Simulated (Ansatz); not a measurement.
# Be3N2 (P-3m1): from the cell to its phonons, part 2 of 3

Wanted: phonon frequencies of Be3N2 (P-3m1) and what follows from them.

Ansatz 0.2.0; DFT PBEsol, scalar-relativistic, plane waves, PAW.

So far. Step 3 (Tight relaxation): The largest force component left is 0.086 meV/Å and the pressure is -0.003 GPa, within the tolerances set. The cell now holds 6.31 Å³/atom. The relaxed cell has a = 2.805, c = 4.633 Å (conventional setting).

### Step 4. Modes at Γ

The zone centre comes first: it holds the modes that light can see, as far as symmetry allows. The response to a homogeneous field gives the Born charges and the dielectric tensor, and its change with displacement the Raman tensors.

input.yaml

```yaml
crystal:
  lattice:
    - [2.8050806161, 0.0, 0.0]
    - [-1.4025403081, 2.4292710732, 0.0]
    - [0.0, 0.0, 4.6328422625]
  atoms:
    - { symbol: Be, position: [0.0, 0.0, 0.0] }
    - { symbol: Be, position: [0.6666666667, 0.3333333333, 0.6490792928] }
    - { symbol: Be, position: [0.3333333333, 0.6666666667, 0.3509207072] }
    - { symbol: "N", position: [0.3333333333, 0.6666666667, 0.7476525402] }
    - { symbol: "N", position: [0.6666666667, 0.3333333333, 0.2523474598] }
kpoints:
  mp_grid: { grid: [12, 12, 8] }
hamiltonian:
  xc: pbesol
scf:
  occupations: { method: fixed }
output:
  eigenvalues: true
phonons:
  method: dfpt
  dielectric: true
  rigid_motions: translations
  raman: true
```

The run is started by

```console
ansatz run input.yaml --threads 4 --pin off --max-ram 7168MiB --backend cpu --events-out ev --progress --plain --runs-dir out
```

Numbers of over 12 decimals in the logs are rounded to 6 here.

What it wrote:

```text
[...]
Crystal: 5 atoms, lattice volume = 31.570 Å³
Basis set: ecut = 420 eV, 627 PW (Γ), exchange–correlation on 40×40×64 points (8 copies of the dense FFT grid, shifted against one another)
Bands: 13, of which v1, the nominal top of the filled ones, is band 8 counted from 1 (7 counted from 0)
Symmetry: 12 space group operations
k-points: 320 of 1152 (irreducible under 2 space group operations, time reversal used)
[...]
SCF iter   1: F=—  HF=-1032.815970 eV  |F-HF|=—  |Δ(HF+E_count)|=         —  Δρ=1.02e-2  dr2=3.34e-2  ethr=1.77e-3  ⟨swp⟩=5.1  Hψ=22517  notcnv=0  defer=907
[...]
SCF iter   7: F=-1032.805926 eV  HF=-1032.805926 eV  |F-HF|=1.66e-11  |Δ(HF+E_count)|=   1.01e-9  Δρ=5.57e-7  dr2=2.73e-11  ethr=1.00e-12  ⟨swp⟩=8.5  Hψ=25587  notcnv=0
SCF 1 converged in 7 iterations: F = -1032.805926 eV  dr2 = 2.73e-11
[...]
DFPT response loops at Γ: preconditioner auto → none (the input reference at scf.mixing.eps_inf says where Resta's filter doesn't serve); β = 0.50; Broyden in place of MSR1
── the response to a field inside a basis, on 12×12×8 k-points: an SCF that follows is theirs, and a resumed run solves both again ──
Bands: 9, of which v1, the nominal top of the filled ones, is band 8 counted from 1 (7 counted from 0)
k-points: 312 of 1152 (irreducible under 4 space group operations)
[...]
Eigensolver: Dense (312 Hₖ)
SCF iter   1: F=—  HF=-1032.808948 eV  |F-HF|=—  |Δ(HF+E_count)|=         —  Δρ=4.78e-4  dr2=1.03e-5  ethr=1.00e-1
[...]
SCF iter   6: F=-1032.808957 eV  HF=-1032.808957 eV  |F-HF|=3.00e-11  |Δ(HF+E_count)|=  5.46e-11  Δρ=1.86e-7  dr2=3.48e-11  ethr=1.31e-12
SCF 1 converged in 6 iterations: F = -1032.808957 eV  dr2 = 3.48e-11
[...]
SCF converged after 7 iterations
Free energy (F): -1032.805926 eV
[...]
Internal energy: -1032.805926 eV  (E = F + TS)
E sigma→0 (E₀):  -1032.805926 eV
Fermi energy:    9.356234 eV
[...]
--- Band table (eV; the first three rows and the last of 320) ---
  k-point 0: bands = [... 4 lower, 7.8405, 8.9861, 8.9861, 9.3146, 15.8580, 16.5296, 17.6917, 17.6917, ... 1 higher]
  k-point 1: bands = [... 4 lower, 7.8687, 8.8727, 8.9619, 8.9619, 16.0529, 16.5640, 17.6191, 17.6191, ... 1 higher]
  k-point 2: bands = [... 4 lower, 7.9437, 7.9437, 8.8957, 8.8957, 16.1336, 17.0379, 17.4628, 17.4628, ... 1 higher]
  k-point 319: bands = [... 4 lower, 4.3079, 4.5642, 7.0043, 8.0445, 15.7474, 16.0192, 18.2967, 18.6682, ... 1 higher]
--- Phonons (Γ-DFPT): 6 representative perturbations + reference, on 320 of 1152 k-points (Σ response iterations 17) ---
  k mesh reduced under 2 symmetry operations, with k and −k counted as one. Each operation leaves every solved perturbation unchanged. A smaller set is not considered because the run solves the response to a homogeneous field
  ASR residual: 4.210e-4 → 0.000e0 eV/Å²; symmetrization residual: 1.459e-5 eV/Å²
  ASR residual per site (eV/Å²): 8.49e-5 4.21e-4 4.21e-4 9.62e-5 9.62e-5
  Γ frequencies (cm⁻¹): -90.30 -90.30 0.00 0.00 0.00 267.02 413.93 413.93 586.37 773.65 799.82 809.06 809.06 817.56 817.56
  ε∞ (high-frequency dielectric tensor):
        5.015202     0.000000     0.000000
        0.000000     5.015202    -0.000000
        0.000000    -0.000000     5.608921
  softest optical mode at Γ: -90.30 cm⁻¹; the repairs (sum rule, projections) moved no ω² at Γ by more than (4.39 cm⁻¹)²
  Born effective charges Z* (e; rows j = field, columns β = displacement):
    site 0:
         2.29793    0.00000    0.00000
         0.00000    2.29793   -0.00000
         0.00000   -0.00000    2.50481
    site 1:
         1.59491    0.00000    0.00000
         0.00000    1.59491   -0.00000
         0.00000   -0.00000    1.65066
    site 2:
         1.59491    0.00000    0.00000
         0.00000    1.59491   -0.00000
         0.00000   -0.00000    1.65066
    site 3:
        -2.74387   -0.00000   -0.00000
        -0.00000   -2.74387    0.00000
        -0.00000    0.00000   -2.90306
    site 4:
        -2.74387   -0.00000   -0.00000
        -0.00000   -2.74387    0.00000
        -0.00000    0.00000   -2.90306
  Z* charge neutrality: 9.878e-6 e pre-enforcement
  k-mesh period / interband length: 33.7 Å / 1.49 Å = 22.62 at k = (0.0000, 0.0000, -0.5000), direct gap 7.230 eV — 14 or more, which is no proof of convergence
  Raman tensors (in the event stream and the table raman_tensors.tsv): an entry may err by 3.4e-3 Å², one of the second-order susceptibility by 2.2e-20 pm/V (basis, points and sum rule); their sum over the sites missed zero by 4.441e-16 Å² ahead of its enforcement
  optical modes at Γ without the LO–TO term, one row a degenerate level:
      ω (cm⁻¹)  modes    IR ((D/Å)²/amu)  static Raman (Å⁴/amu)  depolarisation
        -90.30      2            42.4101                 0.0000               —
        267.02      1            57.2073                 0.0000               —
        413.93      2             0.0000                 4.0156           0.750
        586.37      1             0.0000                32.7164           0.210
        773.65      1             0.0000                 3.4474           0.749
        799.82      1             0.5667                 0.0000               —
        809.06      2            60.2756                 0.0000               —
        817.56      2             0.0000                 1.4864           0.750
  optical modes at Γ + LO–TO along q̂ = [1.0000, 0.0000, 0.0000]:
      ω (cm⁻¹)  modes    IR ((D/Å)²/amu)  static Raman (Å⁴/amu)  depolarisation
        -90.30      1            21.2051                 0.0000               —
        267.02      1            57.2073                 0.0000               —
        387.46      1             5.7110                 0.0000               —
        413.93      2             0.0000                 4.0156           0.750
        586.37      1             0.0000                32.7164           0.210
        773.65      1             0.0000                 3.4474           0.749
        799.82      1             0.5667                 0.0000               —
        809.06      1            30.1378                 0.0000               —
        817.56      2             0.0000                 1.4864           0.750
       1089.93      1            45.6318                 0.0000               —
  optical modes at Γ + LO–TO along q̂ = [0.0000, 1.0000, 0.0000]:
      ω (cm⁻¹)  modes    IR ((D/Å)²/amu)  static Raman (Å⁴/amu)  depolarisation
        -90.30      1            21.2051                 0.0000               —
        267.02      1            57.2073                 0.0000               —
        387.46      1             5.7110                 0.0000               —
        413.93      2             0.0000                 4.0156           0.750
        586.37      1             0.0000                32.7164           0.210
        773.65      1             0.0000                 3.4474           0.749
        799.82      1             0.5667                 0.0000               —
        809.06      1            30.1378                 0.0000               —
        817.56      2             0.0000                 1.4864           0.750
       1089.93      1            45.6318                 0.0000               —
  optical modes at Γ + LO–TO along q̂ = [0.0000, 0.0000, 1.0000]:
      ω (cm⁻¹)  modes    IR ((D/Å)²/amu)  static Raman (Å⁴/amu)  depolarisation
        -90.30      2            42.4101                 0.0000               —
        413.93      2             0.0000                 4.0156           0.750
        586.37      1             0.0000                32.7164           0.210
        773.65      1             0.0000                 3.4474           0.749
        783.80      1             6.4205                 0.0000               —
        809.06      2            60.2756                 0.0000               —
        817.56      2             0.0000                 1.4864           0.750
        890.27      1            51.3535                 0.0000               —
```

Elapsed: 3 min, on 4 threads of Arm Neoverse V1, shared host; peak memory 1.9 GiB.

In the SCF lines HF is the Harris–Foulkes energy and dr2 the Hartree energy of the density residual, in eV; the loop may stop once dr2 is under the threshold and the program's other checks hold. Hψ counts applications of the Hamiltonian.

Numbers from this step:

| Property | Result |
| --- | --- |
| sum-rule residual before enforcement | 4.21e-4 eV/Å² |
| miss of the charge sum rule | 9.88e-6 e |
| point group | -3m |
| highest optical mode at the zone centre (no LO-TO term) | 817.6 cm⁻¹ |
| lowest optical zone-centre mode | -90.3 cm⁻¹ |
| mean high-frequency dielectric constant | 5.213 |
| largest Born charge (third of the trace) | -2.797 e |
| top of the zone-centre spectrum with the field | 1090 cm⁻¹ |

Without the LO-TO term. Patterns of degenerate modes are one choice out of their space. Modes at Γ, with each element's share of the kinetic energy (negative means imaginary):

```
mode  frequency (cm⁻¹)  symmetry  Be %  N %
   1             -90.3        Eu    86   14
   2             -90.3        Eu    86   14
   3               0.0  acoustic    49   51
   4               0.0  acoustic    49   51
   5               0.0  acoustic    49   51
   6             267.0       A2u    54   46
   7             413.9        Eg    26   74
   8             413.9        Eg    26   74
   9             586.4       A1g    58   42
  10             773.6       A1g    42   58
  11             799.8       A2u    97    3
  12             809.1        Eu    65   35
  13             809.1        Eu    65   35
  14             817.6        Eg    74   26
  15             817.6        Eg    74   26
```

Displacements in mode 2 (-90.3 cm⁻¹), the largest set to 1:
```
Be1  1.00 -0.09  0.00
Be2 -0.13  0.01  0.00
Be3 -0.13  0.01  0.00
N4  -0.24  0.02  0.00
N5  -0.24  0.02  0.00
```

Displacements in mode 15 (817.6 cm⁻¹), the largest set to 1:
```
Be1  0.00  0.00  0.00
Be2 -1.00 -0.15  0.00
Be3  1.00  0.15  0.00
N4   0.47  0.07  0.00
N5  -0.47 -0.07  0.00
```

Optical modes at the zone centre, without and with the macroscopic field of the longitudinal modes; each column is sorted by frequency, so a row need not hold one and the same mode. Modes with and without the field, by row:

```
rank among optical modes  no field (cm⁻¹)  q along (1, 0, 0) (cm⁻¹)  q along (0, 0, 1) (cm⁻¹)
                       1            -90.3                     -90.3                     -90.3
                       2            -90.3                       267                     -90.3
                       3              267                     387.5                     413.9
                       4            413.9                     413.9                     413.9
                       5            413.9                     413.9                     586.4
                       6            586.4                     586.4                     773.6
                       7            773.6                     773.6                     783.8
                       8            799.8                     799.8                     809.1
                       9            809.1                     809.1                     809.1
                      10            809.1                     817.6                     817.6
                      11            817.6                     817.6                     817.6
                      12            817.6                      1090                     890.3
```

Born charge (rows field, columns displacement) (e), principal values of the symmetric part by kind of site:

```
atom  atoms with these values    low  middle   high   mean
 Be1                        1   2.30    2.30   2.50   2.37
 Be2                        2   1.59    1.59   1.65   1.61
  N4                        2  -2.90   -2.74  -2.74  -2.80
```

In full for Be2:

```
1.59 0.00 0.00
0.00 1.59 0.00
0.00 0.00 1.65
```

High-frequency dielectric tensor:

```
5.02 0.00 0.00
0.00 5.02 0.00
0.00 0.00 5.61
```

Transverse modes; imaginary modes are left out. Infrared lines, with heights relative to the strongest:

```
position (cm⁻¹)  label  relative intensity
            267    A2u                  95
            414     Eg                 0.0
            586    A1g                 0.0
            774    A1g                 0.0
            800    A2u                 0.9
            809     Eu                 100
            818     Eg                 0.0
```

Activity x (w_L - w)^4 (n + 1)/w, 532 nm, 300 K; imaginary modes are left out; modes without the macroscopic field alone. Lines of the Raman spectrum (strongest = 100):

```
position (cm⁻¹)  label  relative intensity
            267    A2u                 0.0
            414     Eg                  20
            586    A1g                 100
            774    A1g                 7.4
            800    A2u                 0.0
            809     Eu                 0.0
            818     Eg                 3.0
```

Before it was imposed, the acoustic sum rule was missed by 4.2e-4 eV/Å² and the charge sum rule by 9.9e-6 e. Small misses are needed for a sound result but don't prove that mesh and cutoff are converged. The lowest optical mode is imaginary, 90.3i cm⁻¹, so the energy falls along it.

[end of part 2 of 3]

[Logs are printed without paths, hosts, clocks, repeated set-up lines and the standing remarks that a program may print on its own settings, such as how far it seeks lower states.]

[Hosts, paths, dates, database ids (printed as entryN), source tags and the programs' standing remarks are cut or masked in the printed files.]
